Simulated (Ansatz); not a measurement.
**An added O started as a split pair with an O atom in cubic perovskite BaZrO3, 41 atoms, charge 0**

These are results of DFT, PBEsol, PAW, plane waves (Ansatz 0.2.0), not measurements.

Command:

```sh
ansatz run in.yaml --threads 8 --pin off --max-ram 13300MiB --runs-dir r --events-out ev --progress --plain
```

The input less its lattice and atoms:

```yaml
crystal:
  symmetry: { detect: false }
kpoints:
  mp_grid: { grid: [1, 1, 1], shift: [0.25, 0.25, 0.25] }
hamiltonian:
  xc: pbesol
scf:
  occupations: { method: fermi_dirac, width: 0.01 }
relax:
  f_tol: 0.03
  max_steps: 80
  escape_saddle: false
  adjacent_minimum: "off"
output:
  forces: true
  eigenvalues: true
  populations: true
```

Start:

```xyz
41
Lattice="8.3620 0.0000 0.0000 0.0000 8.3620 0.0000 0.0000 0.0000 8.3620" Properties=species:S:1:pos:R:3 pbc="T T T"
Ba    8.3582    8.3579    0.0111
Ba    8.3471    8.3128    4.1810
Ba    8.3323    4.2042    8.3257
Ba    8.3560    4.1644    4.1782
Ba    4.1783    0.0366    8.3583
Ba    4.1648    8.3518    4.2037
Ba    4.1872    4.2199    0.0063
Ba    4.1944    4.1445    4.1517
Zr    2.0948    2.1093    2.0832
Zr    2.1049    2.0556    6.2578
Zr    2.0844    6.2355    2.1056
Zr    2.0530    6.2949    6.2540
Zr    6.2488    2.0978    2.0580
Zr    6.2855    2.0810    6.2858
Zr    6.3050    6.2948    2.0932
Zr    6.2495    6.2705    6.2687
O     2.0977    2.0786    8.3193
O     1.5645    1.5636    4.1935
O     2.1071    6.2788    8.3492
O     2.0827    6.2577    4.1812
O     6.2700    2.0953    8.3619
O     6.2455    2.0794    4.1974
O     6.2613    6.2579    8.3364
O     6.2635    6.2510    4.2032
O     0.0101    2.1026    2.1106
O     0.0056    2.1001    6.2845
O     8.3574    6.2913    2.0805
O     8.3618    6.2839    6.2716
O     4.1829    2.0927    2.0816
O     4.1938    2.1156    6.2422
O     4.1925    6.3038    2.1151
O     4.1806    6.2749    6.2847
O     2.0753    8.3210    2.1289
O     2.0883    8.3602    6.2363
O     2.0477    4.1868    2.1131
O     2.0845    4.1653    6.2312
O     6.3245    8.3442    2.0597
O     6.2818    8.3537    6.3016
O     6.2565    4.1760    2.0864
O     6.2728    4.2153    6.2695
O     2.6208    2.5908    4.1633
```

Steps:

```csv
step,energy less the first (eV),largest force component (eV/Å)
start,0.000,1.983
1,-0.736,0.817
2,-1.029,1.897
3,-1.143,2.122
4,-1.509,0.217
5,-1.516,0.164
6,-1.525,0.065
7,-1.528,0.023
```

A structure on the way, about -1.51 eV from the start:

```xyz
41
Lattice="8.3620 0.0000 0.0000 0.0000 8.3620 0.0000 0.0000 0.0000 8.3620" Properties=species:S:1:pos:R:3 pbc="T T T"
Ba    8.3467    0.0357    8.3530
Ba    8.3030    8.2436    4.1814
Ba    8.3447    4.1290    8.3594
Ba    8.2920    4.3102    4.1758
Ba    4.1924    0.0436    8.3540
Ba    4.2461    8.2295    4.1857
Ba    4.1899    4.1407    0.0026
Ba    4.2447    4.3061    4.1813
Zr    2.0841    2.0858    2.0499
Zr    2.0886    2.0902    6.3012
Zr    2.0863    6.2698    2.0808
Zr    2.0935    6.2701    6.2733
Zr    6.2708    2.0853    2.0786
Zr    6.2671    2.0915    6.2815
Zr    6.2683    6.2697    2.0643
Zr    6.2721    6.2689    6.2919
O     2.0791    2.0832    8.3583
O     1.3754    2.0990    4.1968
O     2.0920    6.2866    8.3582
O     2.0812    6.2667    4.1786
O     6.2724    2.1087    8.3602
O     6.2700    2.0772    4.1795
O     6.2649    6.2602    8.3601
O     6.2785    6.2833    4.1780
O     8.3452    2.0997    1.9022
O     8.3426    2.0611    6.4514
O     8.3588    6.2683    2.1239
O     8.3591    6.2835    6.2318
O     4.1923    2.0855    1.8948
O     4.1895    2.0965    6.4611
O     4.1798    6.2772    2.1344
O     4.1810    6.2504    6.2219
O     2.0758    0.0121    2.1207
O     2.1044    0.0066    6.2352
O     2.0968    4.1701    2.1021
O     2.0726    4.1684    6.2499
O     6.2789    8.3528    2.0961
O     6.2441    8.3515    6.2605
O     6.2678    4.1892    2.1216
O     6.2844    4.1857    6.2369
O     2.8208    2.0924    4.1585
```

End:

```xyz
41
Lattice="8.3620 0.0000 0.0000 0.0000 8.3620 0.0000 0.0000 0.0000 8.3620" Properties=species:S:1:pos:R:3 pbc="T T T"
Ba    8.3480    0.0416    8.3617
Ba    8.3010    8.2616    4.1817
Ba    8.3412    4.1260    8.3563
Ba    8.2821    4.2979    4.1755
Ba    4.1968    0.0424    8.3584
Ba    4.2522    8.2573    4.1797
Ba    4.1915    4.1299    8.3615
Ba    4.2474    4.2946    4.1762
Zr    2.0895    2.0877    2.0595
Zr    2.0891    2.0875    6.2978
Zr    2.0887    6.2703    2.0849
Zr    2.0885    6.2698    6.2714
Zr    6.2705    2.0894    2.0756
Zr    6.2684    2.0887    6.2802
Zr    6.2698    6.2710    2.0616
Zr    6.2697    6.2696    6.2944
O     2.0848    2.0606    8.3584
O     1.3682    2.1267    4.1784
O     2.0923    6.3105    8.3592
O     2.0839    6.2373    4.1782
O     6.2733    2.1561    8.3592
O     6.2649    2.0299    4.1781
O     6.2648    6.2118    8.3588
O     6.2728    6.3183    4.1779
O     8.3407    2.1016    1.9035
O     8.3404    2.0654    6.4480
O     8.3597    6.2579    2.1102
O     8.3581    6.2874    6.2439
O     4.1979    2.0712    1.9009
O     4.1977    2.1025    6.4598
O     4.1809    6.2879    2.1201
O     4.1792    6.2512    6.2375
O     2.0707    0.0096    2.1671
O     2.1011    0.0088    6.1879
O     2.1096    4.1679    2.1065
O     2.0705    4.1664    6.2531
O     6.2843    8.3521    2.0422
O     6.2514    8.3497    6.3125
O     6.2551    4.1902    2.1535
O     6.2852    4.1878    6.2031
O     2.8152    2.0919    4.1749
```

The run converged.

Time: 32 s of wall time on 8 threads of a Platinum 8259CL processor, on a host shared with other runs; peak host memory 1.2 GiB.

How much energy did the relaxation gain, and which atom moved most?

1.53 eV in 7 steps, from a start with small random displacements (neighbours that lie too close to an added atom are first pushed off) (the gain also holds any tilting of the ideal host); atom 18 (O) moved 0.60 Å, the median atom 0.05 Å (drift of the whole cell removed).

The one k point has no symmetry partners, which can distort the end along one axis.
